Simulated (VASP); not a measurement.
# How U changes free-standing triangular V monolayer, spacing 2.841 A

What does DFT+U do to free-standing triangular V monolayer, spacing 2.841 A?

Program: VASP 6.6.1. Level of theory: PBE, spin-polarised from an antiferromagnetic start; plane waves and PAW (V_sv), in the first sound run; inputs show where later runs differ. Results are calculated unless marked as measured.

Report form: the programs' logs are mostly left out.

**1. The structure**

The cell holds 2 atoms: 2 V. Cell: a = 5.682 Å, b = 2.841 Å, c = 14.000 Å, α = 90.0°, β = 90.0°, γ = 120.0°. It derives from V (free-standing triangular V monolayer, spacing 2.841 A), repeated 2×1×1. model lattice. Vacuum lies along c.

Coordinates:

```xyz
2
Lattice="5.6820 0.0000 0.0000 -1.4205 2.4604 0.0000 0.0000 0.0000 14.0000" Properties=species:S:1:pos:R:3
V     0.0000    0.0000    7.0000
V     2.8410    0.0000    7.0000
```

**2. Series over U, start order fm, U 0**

U penalises partly filled orbitals; repeating the run over U shows how far moments and gap depend on it.

INCAR

```
SYSTEM = V
PREC = Normal
ENCUT = 350
EDIFF = 1E-06
NELM = 150
ISMEAR = 0
SIGMA = 0.05
LREAL = .FALSE.
ALGO = Normal
GGA = PE
NBANDS = 26
ISPIN = 2
MAGMOM = 2 2
LMAXMIX = 4
LORBIT = 11
LWAVE = .FALSE.
LCHARG = .FALSE.
KPAR = 2
AMIX = 0.2
BMIX = 1E-04
AMIX_MAG = 0.8
BMIX_MAG = 1E-04
NEDOS = 1200
LASPH = .TRUE.
```

POSCAR

```
V
1.0
    5.6820000000      0.0000000000      0.0000000000
   -1.4205000000      2.4603780000      0.0000000000
    0.0000000000      0.0000000000     14.0000000000
V
2
Direct
    0.0000000000      0.0000000000      0.5000000000
    0.5000000000      0.0000000000      0.5000000000
```

KPOINTS

```
Automatic mesh
0
Gamma
9 9 1
0 0 0
```

Potentials, in the order of the species: V_sv (PBE family, release 64).

On the command line:

```sh
$ mpirun -np 2 vasp_std
```

Run time: 6.1 min. Hardware: 2 MPI ranks of AMD EPYC 7R43, shared host; peak memory 0.41 GiB.

The electronic loop did not meet EDIFF within NELM cycles, so this run is left out of the comparison.

**3. Series over U, start order AFM, U 0**

This step: PBE, spin-polarised from an antiferromagnetic start; plane waves and PAW (V_sv) (VASP 6.6.1).

INCAR, as its differences from that of step 2:

```diff
@@ -10,5 +10,5 @@
 GGA = PE
-NBANDS = 26
+NBANDS = 20
 ISPIN = 2
-MAGMOM = 2 2
+MAGMOM = 2 -2
 LMAXMIX = 4
```

POSCAR is that of step 2.

KPOINTS is that of step 2.

On the command line:

```sh
$ mpirun -np 2 vasp_std
```

Run time: 49 s. Hardware: 2 MPI ranks; peak memory 0.38 GiB; 96 s of CPU time.

The magnetic state follows from one typed start and may not be the lowest.

This step gave:

* electronic cycles: 17
* electrons: 26
* free energy (TOTEN): -13.12 eV
* energy at zero smearing: -13.12 eV
* Fermi energy: -2.168 eV
* labelled metallic, from the levels on this mesh: yes

Spin moment in the PAW sphere by atom:

| atom | spin moment in the PAW sphere (μB) |
| --- | --- |
| V1 | 2.42 |
| V2 | -2.42 |

Energy at zero smearing: -13.11944 eV.

**4. Series over U, start order fm, U 2**

This step: PBE, DFT+U (V d 2 eV), spin-polarised from a ferromagnetic start; plane waves and PAW (V_sv) (VASP 6.6.1).

INCAR, as its differences from that of step 3:

```diff
@@ -12,3 +12,10 @@
 ISPIN = 2
-MAGMOM = 2 -2
+MAGMOM = 2 2
+LDAU = .TRUE.
+LDAUTYPE = 2
+LDAUL = 2
+LDAUU = 2
+LDAUJ = 0
+LDAUPRINT = 1
+LASPH = .TRUE.
 LMAXMIX = 4
@@ -23,2 +30 @@
 NEDOS = 1200
-LASPH = .TRUE.
```

POSCAR is that of step 3.

KPOINTS is that of step 3.

On the command line:

```sh
$ mpirun -np 2 vasp_std
```

Elapsed: 81 s, on 2 MPI ranks; peak memory 0.39 GiB.

A U on the itinerant d states of such a compound is hard to justify; it moves the bands at the Fermi level and favours large moments.

Energy at zero smearing: -10.22174 eV.

**5. Series over U, start order AFM, U 2**

This step: PBE, DFT+U (V d 2 eV), spin-polarised from an antiferromagnetic start; plane waves and PAW (V_sv) (VASP 6.6.1).

INCAR, as its differences from that of step 4:

```diff
@@ -12,3 +12,3 @@
 ISPIN = 2
-MAGMOM = 2 2
+MAGMOM = 2 -2
 LDAU = .TRUE.
```

POSCAR is that of step 4.

KPOINTS is that of step 4.

On the command line:

```sh
$ mpirun -np 2 vasp_std
```

The job ended after 57 s (2 MPI ranks; peak memory 0.37 GiB; 1.9 min of CPU time).

Energy at zero smearing: -10.37914 eV.

**6. Series over U, start order fm, U 4**

This step: PBE, DFT+U (V d 4 eV), spin-polarised from a ferromagnetic start; plane waves and PAW (V_sv) (VASP 6.6.1).

INCAR, as its differences from that of step 5:

```diff
@@ -10,5 +10,5 @@
 GGA = PE
-NBANDS = 20
+NBANDS = 26
 ISPIN = 2
-MAGMOM = 2 -2
+MAGMOM = 2 2
 LDAU = .TRUE.
@@ -16,3 +16,3 @@
 LDAUL = 2
-LDAUU = 2
+LDAUU = 4
 LDAUJ = 0
```

POSCAR is that of step 5.

KPOINTS is that of step 5.

On the command line:

```sh
$ mpirun -np 2 vasp_std
```

It took 2.3 min on 2 MPI ranks; peak memory 0.41 GiB.

Energy at zero smearing: -7.93173 eV.

**7. Series over U, start order AFM, U 4**

This step: PBE, DFT+U (V d 4 eV), spin-polarised from an antiferromagnetic start; plane waves and PAW (V_sv) (VASP 6.6.1).

INCAR, as its differences from that of step 6:

```diff
@@ -10,5 +10,5 @@
 GGA = PE
-NBANDS = 26
+NBANDS = 20
 ISPIN = 2
-MAGMOM = 2 2
+MAGMOM = 2 -2
 LDAU = .TRUE.
```

POSCAR is that of step 6.

KPOINTS is that of step 6.

On the command line:

```sh
$ mpirun -np 2 vasp_std
```

Run time: 63 s. Hardware: 2 MPI ranks; peak memory 0.37 GiB; 2.1 min of CPU time.

Energy at zero smearing: -8.44928 eV.

**8. Series over U, start order fm, U 4 (run 2)**

This step: PBE, DFT+U (V d 4 eV), spin-polarised from a ferromagnetic start; plane waves and PAW (V_sv) (VASP 6.6.1).

INCAR, as its differences from that of step 7:

```diff
@@ -10,10 +10,10 @@
 GGA = PE
-NBANDS = 20
+NBANDS = 26
 ISPIN = 2
-MAGMOM = 2 -2
+MAGMOM = 2 2
 LDAU = .TRUE.
-LDAUTYPE = 2
+LDAUTYPE = 4
 LDAUL = 2
 LDAUU = 4
-LDAUJ = 0
+LDAUJ = 0.5
 LDAUPRINT = 1
```

POSCAR is that of step 7.

KPOINTS is that of step 7.

On the command line:

```sh
$ mpirun -np 2 vasp_std
```

Run time: 5.9 min. Hardware: 2 MPI ranks; peak memory 0.42 GiB.

Energy at zero smearing: -5.60863 eV.

**9. Series over U, start order AFM, U 4 (run 2)**

This step: PBE, DFT+U (V d 4 eV), spin-polarised from an antiferromagnetic start; plane waves and PAW (V_sv) (VASP 6.6.1).

INCAR, as its differences from that of step 8:

```diff
@@ -10,5 +10,5 @@
 GGA = PE
-NBANDS = 26
+NBANDS = 20
 ISPIN = 2
-MAGMOM = 2 2
+MAGMOM = 2 -2
 LDAU = .TRUE.
```

POSCAR is that of step 8.

KPOINTS is that of step 8.

On the command line:

```sh
$ mpirun -np 2 vasp_std
```

Wall time 66 s (2 MPI ranks); peak memory 0.4 GiB.

Spin moment in the PAW sphere by atom:

| atom | spin moment in the PAW sphere (μB) |
| --- | --- |
| V1 | 2.44 |
| V2 | -2.44 |

Energy at zero smearing: -6.78392 eV.

**10. Series over U, start order fm, U 6**

This step: PBE, DFT+U (V d 6 eV), spin-polarised from a ferromagnetic start; plane waves and PAW (V_sv) (VASP 6.6.1).

INCAR, as its differences from that of step 9:

```diff
@@ -12,8 +12,8 @@
 ISPIN = 2
-MAGMOM = 2 -2
+MAGMOM = 2 2
 LDAU = .TRUE.
-LDAUTYPE = 4
+LDAUTYPE = 2
 LDAUL = 2
-LDAUU = 4
-LDAUJ = 0.5
+LDAUU = 6
+LDAUJ = 0
 LDAUPRINT = 1
```

POSCAR is that of step 9.

KPOINTS is that of step 9.

On the command line:

```sh
$ mpirun -np 2 vasp_std
```

Elapsed: 51 s, on 2 MPI ranks; peak memory 0.37 GiB.

Energy at zero smearing: -6.10044 eV.

**11. Series over U, start order AFM, U 6**

This step: PBE, DFT+U (V d 6 eV), spin-polarised from an antiferromagnetic start; plane waves and PAW (V_sv) (VASP 6.6.1).

INCAR, as its differences from that of step 10:

```diff
@@ -12,3 +12,3 @@
 ISPIN = 2
-MAGMOM = 2 2
+MAGMOM = 2 -2
 LDAU = .TRUE.
```

POSCAR is that of step 10.

KPOINTS is that of step 10.

On the command line:

```sh
$ mpirun -np 2 vasp_std
```

The job ended after 71 s (2 MPI ranks; peak memory 0.38 GiB).

Energy at zero smearing: -6.84507 eV.

**12. Summary**

This step: DFT+U series, PBE; plane waves and PAW (VASP 6.6.1).

This step runs nothing: it gathers the runs above.

Energies at different U are not comparable. U series, by row:

| U (eV) | J (eV) | LDAUTYPE | start | energy (eV/atom) | mean moment (μB) | gap on the mesh (eV) |
| --- | --- | --- | --- | --- | --- | --- |
| 0 | 0 | - | afm | -6.56 | 2.418 | 0 |
| 2 | 0 | 2 | fm | -5.111 | 2.68 | 0 |
| 2 | 0 | 2 | afm | -5.19 | 2.74 | 0 |
| 4 | 0 | 2 | fm | -3.966 | 3.075 | 0 |
| 4 | 0 | 2 | afm | -4.225 | 2.951 | 0 |
| 4 | 0.5 | 4 | fm | -2.804 | 0.988 | 0 |
| 4 | 0.5 | 4 | afm | -3.392 | 2.445 | 0 |
| 6 | 0 | 2 | fm | -3.05 | 3.122 | 0 |
| 6 | 0 | 2 | afm | -3.423 | 3.138 | 0 |

**13. Results**

```yaml
u_0_ev_j_0_ev_afm_start: mean size of the moments 2.42 μB
u_2_ev_j_0_ev_fm_start: mean size of the moments 2.68 μB
u_2_ev_j_0_ev_afm_start: mean size of the moments 2.74 μB
u_4_ev_j_0_ev_fm_start: mean size of the moments 3.08 μB
u_4_ev_j_0_ev_afm_start: mean size of the moments 2.95 μB
u_4_ev_j_0p5_ev_fm_start: mean size of the moments 0.99 μB
u_4_ev_j_0p5_ev_afm_start: mean size of the moments 2.44 μB
u_6_ev_j_0_ev_fm_start: mean size of the moments 3.12 μB
u_6_ev_j_0_ev_afm_start: mean size of the moments 3.14 μB
```

**Reading.** At U = 4, 4 and 6 eV the two starts end 0.26 to 0.59 eV an atom apart. So large a difference can come from other orbital or spin states as well as from the order, so the rows below need not follow one state over U. For the ferromagnetic start without J, from U = 2 to 6 eV the mean moment goes from 2.68 to 3.12 μB, the cell stays metallic. At U = 2, 4 and 6 eV the other start ends lower in energy than the ferromagnetic one, so this line doesn't follow the lower state. A jump between neighbouring rows can also mean that the runs ended in different spin or orbital states. U acts inside the PAW spheres, so the same number means something else in a code with other projectors.

[Lines on the potential files, build, host, timing and source positions are cut from VASP's logs without a mark.]

[Logs are printed without paths, hosts, clocks, repeated set-up lines and the standing remarks that a program may print on its own settings, such as how far it seeks lower states.]

[Hosts, paths, dates, database ids (printed as entryN), source tags and the programs' standing remarks are cut or masked in the printed files.]

[In band tables of VASP the shares of atoms and orbitals are scaled to a sum of 1 inside the atoms' spheres.]

[Runs that stopped without an error message from VASP are left out.]
